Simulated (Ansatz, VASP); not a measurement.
ZnO: VASP beside Ansatz

INCAR

```
SYSTEM = ZnO
  PREC = Accurate
  ENCUT = 520
  EDIFF = 1E-6
  ISMEAR = 0
  SIGMA = 0.05
  LREAL = .FALSE.
  LASPH = .TRUE.
  NELM = 60
  ALGO = Normal
  ISIF = 2
  LWAVE = .FALSE.
  LCHARG = .TRUE.
  GGA = PS
  LELF = .TRUE.
  LVHAR = .TRUE.
  NBANDS = 26
```

File KPOINTS:

```
Automatic mesh
0
G
  9 9 6
  0 0 0
```

The input POSCAR:

```
ZnO
1.0
    3.2601408460      0.0000000000      0.0000000000
   -1.6300704230      2.8233647925      0.0000000000
    0.0000000000      0.0000000000      5.1223332972
Zn O
2 2
Direct
    0.3333333333      0.6666666667      0.0015754469
    0.6666666667      0.3333333333      0.5015754469
    0.3333333333      0.6666666667      0.3654345349
    0.6666666667      0.3333333333      0.8654345349
```

Input for Ansatz:

```yaml
crystal:
  lattice:
    - [3.260140846, 0.0, 0.0]
    - [-1.630070423, 2.8233647925, 0.0]
    - [0.0, 0.0, 5.1223332972]
  atoms:
    - { symbol: Zn, position: [0.3333333333, 0.6666666667, 0.0015754469] }
    - { symbol: Zn, position: [0.6666666667, 0.3333333333, 0.5015754469] }
    - { symbol: O, position: [0.3333333333, 0.6666666667, 0.3654345349] }
    - { symbol: O, position: [0.6666666667, 0.3333333333, 0.8654345349] }
basis:
  ecutwfc: 520.0
kpoints:
  mp_grid: { grid: [9, 9, 6] }
hamiltonian:
  xc: pbesol
  pseudopotentials: { kind: paw, azcp: { folder: soft_1 } }
scf:
  occupations: { method: gaussian, width: 0.05 }
output:
  forces: true
  stress: true
  eigenvalues: true
```

Alike in both runs: task single point; functional PBEsol; k mesh 9 × 9 × 6; occupations gaussian, width 0.05 eV; no spin polarisation.

|  | VASP | Ansatz |
| --- | --- | --- |
| version | VASP 6.6.1 | Ansatz 0.2.0 |
| potentials or method | VASP PAW PBE potentials, release 64 (Zn, O) | scalar-relativistic, plane waves, PAW |
| plane-wave cutoff (eV) | 520 | 520 |
| valence electrons in the cell | 36 | 36 |

Ansatz gave:

```
gap on the k mesh at the Fermi level (eV)       : 0.73
least direct gap on the mesh (eV)               : 0.73
pressure (GPa)                                  : 1.5
largest component of the traceless stress (GPa) : 10.82
rms of the force components (eV/Å)              : 0.602
```

Question: Estimate VASP's values.

Answer: gap on the k mesh at the Fermi level (eV): 0.72; least direct gap on the mesh (eV): 0.72; pressure (GPa): 2.3; largest component of the traceless stress (GPa): 11.32; rms of the force components (eV/Å): 0.628.

Atom by atom the forces differ by 0.025 eV/Å (rms over components). Ansatz warned: «pseudo_functional_mismatch».

Caveats: the PAW data sets were made with another functional, which shifts forces and pressure a little (VASP).
